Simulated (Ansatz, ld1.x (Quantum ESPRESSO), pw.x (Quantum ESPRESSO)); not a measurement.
**hydrogen (diamond): variants of one RRKJ potential in the solid**

hydrogen, norm-conserving RRKJ (Kleinman–Bylander form), made with ld1.x (Quantum ESPRESSO) 7.5 (PBE, scalar-relativistic). Core none, reference 1s1. Waves: 2p channel at -0.15 Ry: rc 1.35 bohr; 1s (bound): rc 1.45 bohr. Local part: the s channel. Core correction: none.

Crystal test: diamond H in pw.x 7.5, no spin, 15³ k-points, Fermi–Dirac smearing 0.01 Ry, cutoffs set for each file from its atomic test. The reference is all-electron LAPW (Ansatz 0.2.0) with the same functional, mesh and smearing; V0 and B0 come from Birch–Murnaghan fits to the pressures at five volumes. Errors are pseudo minus all-electron; Δ is the rms difference of the E(V) curves that follow from these fits, minima aligned, over ±6 % about the mean V0. Mesh and smearing are coarse, so the numbers serve the comparison and aren't converged zero-temperature values; the lattice is a test structure that the element need not adopt.

All-electron: a0 = 3.013 Å (V0 = 3.42 Å³/atom), B0 = 91.2 GPa.

Base: The largest radius (1.45 bohr) exceeds half the bond length (1.23 bohr), so the spheres overlap, which is one possible source of error among others. This is a poor potential for the solid.

1 further variants are left out: they gave no file fit for a test, a broken result, the same result as the base, or pressures whose basis-set error rivals the error shown.

A dash in a converged row means that the minimum lies outside the volumes sampled.

```csv
change,cutoffs (Ry),pw.x,a0 (Å),a0 error (%),B0 error (%),Δ (meV/atom),mean pressure error (GPa)
base,40/160,converged,3.028,+0.49,-0.8,1.0,+1.37
"all radii scaled by about 0.95 (s 1.38, p 1.28 bohr)",40/160,converged,3.023,+0.32,-0.8,0.7,+0.88
"all radii scaled by about 1.05 (s 1.52, p 1.42 bohr)",40/160,converged,3.034,+0.69,-0.7,1.4,+1.95
"all radii scaled by about 1.17 (s 1.70, p 1.58 bohr)",35/140,converged,3.056,+1.41,-1.0,2.9,+4.07
"all radii scaled by about 1.34 (s 1.94, p 1.82 bohr)",35/140,converged,–,–,–,–,+10.55
```
